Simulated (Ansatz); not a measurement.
# GeSi: a single-point run

Wanted: a converged single-point run for GeSi, and a check of what comes out. The structure is shown as the input types it. The cell is built on a prototype (CsCl type) and needn't be the phase found in nature.

Method: density functional or hybrid calculation with the settings of its input, plane waves (as first typed), in Ansatz 0.2.0.

13 further runs of the same task are left out: 5 for a known fault of the program, 7 that didn't finish, 1 set aside as unsound or not needed.

## (1) The structure to begin with

Symmetry: Pm-3m, No. 221, cubic system. The conventional cell has a = 3.210 Å, b = 3.210 Å, c = 3.210 Å, α = 90.00°, β = 90.00°, γ = 90.00°. Ge (site symmetry m-3m) is surrounded by 8 Si at 2.78 Å. Si (site symmetry m-3m) has 8 Ge at 2.78 Å as nearest neighbours.

Coordinates:

```xyz
2
Lattice="3.2102 0.0000 0.0000 0.0000 3.2102 0.0000 0.0000 0.0000 3.2102" Properties=species:S:1:pos:R:3 pbc="T T T"
Ge    0.0000    0.0000    0.0000
Si    1.6051    1.6051    1.6051
```

## (2) Input and run

input.yaml reads:

```yaml
crystal:
  lattice:
    - [3.2101506375, 0.0, 0.0]
    - [0.0, 3.2101506375, 0.0]
    - [0.0, 0.0, 3.2101506375]
  atoms:
    - { symbol: Ge, position: [0.0, 0.0, 0.0] }
    - { symbol: Si, position: [0.5, 0.5, 0.5] }
kpoints:
  mp_grid: { grid: [6, 6, 6] }
hamiltonian:
  xc: pbe
scf:
  occupations: { method: fermi_dirac, width: 0.02 }
  n_extra_bands: 4
  mixing: { beta: 0.005 }
  max_iter: 51
output:
  forces: true
  stress: true
  eigenvalues: true
```

Started as:

```console
$ ansatz run input.yaml --threads 4 --pin off --max-ram 3686MiB --backend cpu --events-out ev --progress --plain --runs-dir out
```

**Question.** How will this run end, and is anything wrong with its input?

The run converged and reported no error. Convergence says nothing about whether the input makes sense.

The suspect setting: scf.mixing.beta is 0.005. What could go wrong: mixing too weak. Here it converged all the same; such a setting changes the road, not the converged state.

Run again and compare: delete scf.mixing.beta (the default then holds).
